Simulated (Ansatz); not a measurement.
**HgSe: electrostatic potential with RPBE+D3(BJ)-ATM**

The system is HgSe.

```
CELL_PARAMETERS angstrom
0.00000 3.18393 3.18393
3.18393 0.00000 3.18393
3.18393 3.18393 0.00000
ATOMIC_POSITIONS crystal
Hg 0.00000 0.00000 0.00000
Se 0.75000 0.75000 0.75000
```

The cell isn't the ideal one: volume scaled by 1.15.

```json
{"Program": "Ansatz 0.2.0", "Task": "electrostatic potential", "Functional": "RPBE", "Dispersion": "D3(BJ)-ATM", "Potentials or basis": "PseudoDojo standard (PBE files)", "Cutoff": "1170 eV", "Density cutoff": "4680 eV", "k mesh": "8 × 8 × 8", "Occupations": "methfessel-paxton, width 0.1 eV", "Spin": "no spin polarisation"}
```

| Item | Value |
| --- | --- |
| Pressure | -7.2 GPa |
| Band gap on the k mesh | none (metal or under the smearing width) |

Levels at points of the mesh, in eV from the Fermi level:
| k point | band 15 | band 16 | band 17 | band 18 | band 19 | band 20 | band 21 | band 22 |
| --- | --- | --- | --- | --- | --- | --- | --- | --- |
| (0.00, 0.00, 0.00) | -5.92 | -0.99 | 0.01 | 0.01 | 0.01 | 5.69 | 5.69 | 5.69 |
| (0.00, 0.00, -0.50) | -5.68 | -4.57 | -0.72 | -0.72 | 1.17 | 6.37 | 6.37 | 6.86 |
| (0.00, -0.50, -0.50) | -5.65 | -4.42 | -1.74 | -1.74 | 2.67 | 3.49 | 8.41 | 9.29 |

Wall time 21 s on 1 thread of Arm Neoverse V1, with other jobs on the host, peak memory 0.42 GiB.

Caveat: the potentials were made for another functional, which shifts forces and pressure; pairwise dispersion overbinds metals, which lowers pressure and volume. Spin-orbit coupling is left out, which matters for the levels of Hg.
